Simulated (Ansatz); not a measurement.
Method: DFT PBE, scalar-relativistic, plane waves, PAW (Ansatz). All cells share a 420 eV cutoff and Γ-centred k meshes spaced at most about 0.3 Å⁻¹ (about 0.25 or finer for metals, 2π included). No spin polarisation.

All energies are static (0 K, no zero-point motion).

Compare these two cells of Cd3HgTe4, each relaxed at this level.

A.

```
Cd Hg Te
1.0
     4.31807    0.00000    0.00000
     0.00000    4.31807    0.00000
     0.00000    0.00000   12.37941
Cd Hg Te
3 1 4
Direct
  0.00000 0.00000 0.75096
  0.50000 0.50000 0.00000
  0.00000 0.00000 0.24904
  0.50000 0.50000 0.50000
  0.00000 0.00000 0.00000
  0.50000 0.50000 0.24202
  0.00000 0.00000 0.50000
  0.50000 0.50000 0.75798
```

B.

```
Cd Hg Te
1.0
     4.68735    0.00000    0.00000
     0.00000    4.68735    0.00000
     0.00000    0.00000   13.24264
Cd Hg Te
3 1 4
Direct
  0.00000 0.00000 0.74952
  0.00000 0.00000 0.25048
  0.50000 0.50000 0.50000
  0.50000 0.50000 0.00000
  0.50000 0.00000 0.87396
  0.00000 0.50000 0.12604
  0.50000 0.00000 0.37528
  0.00000 0.50000 0.62472
```

Question: Which is lower in energy, and by how much?

Answer: B is lower, by 172 meV/atom. A has Cd and Hg ordered on rock salt sites, space group P4/mmm (No. 123), 28.9 Å³/atom and no gap on its mesh; B has Cd and Hg ordered on zinc blende sites, space group P-4m2 (No. 115), 36.4 Å³/atom and a gap of 0.18 eV. Counting Te atoms around Cd and Hg (those within 1.25 times the shortest such distance or 1.15 times the sum of covalent radii), A has Cd 6, Hg 6 and B has Cd 4, Hg 4. The lower one is the more open, so pressure narrows the difference. Both come from invented guesses.

Spin–orbit coupling, which can matter for Hg and Te, is left out. Kohn–Sham gaps at this level usually fall short of measured ones. The missing spin–orbit coupling can work the other way here. Cells relaxed within their symmetry can be saddle points.

The preference for B fits the tetrahedral bonding expected of these tellurides. With eight valence electrons per cation-anion pair, four-fold coordination lets cation s and p states combine with Te p states into filled bonding bands. The six-fold structure packs more densely but gives up much of this directional covalency, and Cd-Te and Hg-Te bonds are probably not ionic enough for the electrostatic gain to compensate. Both cells stack one Hg layer after three Cd layers, so the 172 meV/atom mainly reflects the change of coordination, not a different cation order.

The gap of 0.18 eV is far too small for such a Cd-rich alloy, which is known to be a clear semiconductor. The likely cause is that PBE places the cation s-like conduction edge too low relative to the Te p valence edge, a sensitive matter here because relativistic contraction already lowers the Hg 6s level. The comparison supports zinc blende over rock salt for this layered arrangement, but not this cation order over a random alloy.
